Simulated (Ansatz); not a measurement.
# VO2: equation of state with PBE

Crystal: VO2.

```
CELL_PARAMETERS angstrom
4.50720 0.00000 0.00000
0.00000 4.50720 0.00000
0.00000 0.00000 3.04445
ATOMIC_POSITIONS crystal
V 0.50000 0.50000 0.50000
V 0.00000 0.00000 0.00000
O 0.20036 0.79964 0.50000
O 0.79964 0.20036 0.50000
O 0.70036 0.70036 0.00000
O 0.29964 0.29964 0.00000
```

The cell is a database's computed one.

```
Program             : Ansatz 0.2.0
Task                : equation of state
Functional          : PBE
Potentials or basis : all-electron LAPW, scalar-relativistic
Basis error allowed : 0.001 eV/atom
k mesh              : 6 × 6 × 9
Occupations         : fermi-dirac, width 0.05 eV
Spin                : collinear spin, ferromagnetic start
Starting moments    : [2.0, 2.0, 0.0, 0.0, 0.0, 0.0] μB
```

```yaml
Equilibrium_volume: 9.90 Å³/atom
Bulk_modulus_at_fixed_shape_and_positions: 241 GPa
Pressure_derivative_of_the_bulk_modulus: 4.5
```

Energy against volume, from the lowest point:
```
volume (Å³/atom)  energy (meV/atom)
           9.689               3.50
           9.896               0.00
          10.102               2.98
          10.308              11.74
          10.514              25.66
          10.720              44.17
          10.926              66.77
```

All runs of the series together: 10 min on 4 threads of Intel(R) Xeon(R) Processor @ 2.50GHz (Skylake/Cascade Lake) (shared host).

Caveat: the cell was scaled at fixed shape and fractional positions, which overstates the stiffness of a crystal with free parameters, most of all of layers and chains.
